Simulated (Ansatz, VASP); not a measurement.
Two plane-wave programs on Na

```xyz
2
Lattice="3.7670 0.0000 0.0000 -1.8835 3.2623 0.0000 0.0000 0.0000 6.1540" Properties=species:S:1:pos:R:3 pbc="T T T"
Na    0.0000    2.1749    1.5385
Na    1.8835    1.0874    4.6155
```

Alike in both runs: task electric field gradients; functional LDA; k mesh 13 × 13 × 7; occupations fermi-dirac, width 0.05 eV; no spin polarisation.

|  | VASP | Ansatz |
| --- | --- | --- |
| version | VASP 6.6.1 | Ansatz 0.2.0 |
| potentials or method | VASP PAW LDA potentials, release 64 (Na_pv) | PAW with Ansatz's default frozen-core files, scalar-relativistic |
| plane-wave cutoff (eV) | 520 | 420 |
| valence electrons in the cell | 14 | 18 |

```csv
,VASP,Ansatz,Ansatz less VASP
pressure (GPa),-0.9,-0.9,+0.01
largest component of the traceless stress (GPa),0.08,0.08,-0.001
Vzz of the field gradient on the site that differs most (V/Å²),-0.3,-0.2,+0.02
```

The two sets of potentials don't hold the same shells in valence.
